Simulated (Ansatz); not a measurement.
The calculation used DFT, revPBE, plane waves (420 eV) with PAW, scalar-relativistic (Ansatz 0.2.0). (PAW data from PBE, frozen cores regenerated.)

An element in the hcp structure gives this curve. The cell is scaled uniformly from the relaxed one, with fractional coordinates and shape fixed. Energies are extrapolated to zero smearing, pressures are those at the given smearing. Magnetic state: spin not included.

```csv
V (Å³/atom),E − E₀ (meV/atom),P (GPa)
70.445,12.9,0.50
73.647,5.2,0.30
76.849,1.1,0.14
80.051,0.0,0.00
83.253,1.4,-0.11
86.455,4.7,-0.20
89.657,9.8,-0.28
```

Which element is it?
A. sodium
B. potassium
C. strontium
D. barium

B. Its fit is V₀ = 79.79 Å³/atom, B₀ = 3.1 GPa, B₀′ = 3.7.
